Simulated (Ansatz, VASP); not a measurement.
# Two plane-wave programs on InP (d3)

```
In P
1.0
     0.00000    2.94679    2.94679
     2.94679    0.00000    2.94679
     2.94679    2.94679    0.00000
In P
1 1
Direct
  0.00000 0.00000 0.00000
  0.25000 0.25000 0.25000
```

Alike in both runs: functional PBE; dispersion D3(BJ); k mesh 8 × 8 × 8; occupations gaussian, width 0.02 eV; no spin polarisation.

Ansatz relaxed the structure, and its values are those at the end. VASP's run is a single point on that final structure, the one shown.

```csv
,VASP,Ansatz
version,VASP 6.6.1,Ansatz 0.2.0
potentials or method,"VASP PAW PBE potentials, release 64 (In_d, P)","scalar-relativistic, plane waves, PAW"
plane-wave cutoff (eV),520,420
valence electrons in the cell,18,18
```

|  | VASP | Ansatz | Ansatz less VASP |
| --- | --- | --- | --- |
| gap on the k mesh at the Fermi level (eV) | 0.62 | 0.62 | +0.003 |
| least direct gap on the mesh (eV) | 0.62 | 0.62 | +0.003 |
| pressure (GPa) | -0.1 | 0.0 | +0.06 |

Caveats: spin-orbit coupling is left out, which moves the levels of the heavy elements. Expect the measured gap to be larger: semilocal functionals such as PBE lack the derivative discontinuity.
